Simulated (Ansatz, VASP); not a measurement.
## Sc in VASP and in Ansatz

```
CELL_PARAMETERS angstrom
0.00000 2.02289 2.86036
2.02289 0.00000 2.86036
2.02289 2.02289 0.00000
ATOMIC_POSITIONS crystal
Sc 0.00000 0.00000 0.00000
```

Alike in both runs: task single point; functional PBE; k mesh 20 × 20 × 20; occupations gaussian, width 0.15 eV; no spin polarisation.

|  | VASP | Ansatz |
| --- | --- | --- |
| version | VASP 6.6.1 | Ansatz 0.2.0 |
| potentials or method | VASP PAW PBE potentials, release 64 (Sc_sv) | scalar-relativistic, plane waves, PAW |
| plane-wave cutoff (eV) | 520 | 420 |
| valence electrons in the cell | 11 | 11 |

Ansatz gave:

| Property | Result |
| --- | --- |
| gap on the k mesh at the Fermi level (eV) | none |
| pressure (GPa) | 2.7 |
| largest component of the traceless stress (GPa) | 11.36 |

Q: What did VASP give for the same quantities?

A: gap on the k mesh at the Fermi level (eV): none; pressure (GPa): 2.8; largest component of the traceless stress (GPa): 11.39.

A gap of «none» marks a metal or a gap that the smearing closes.
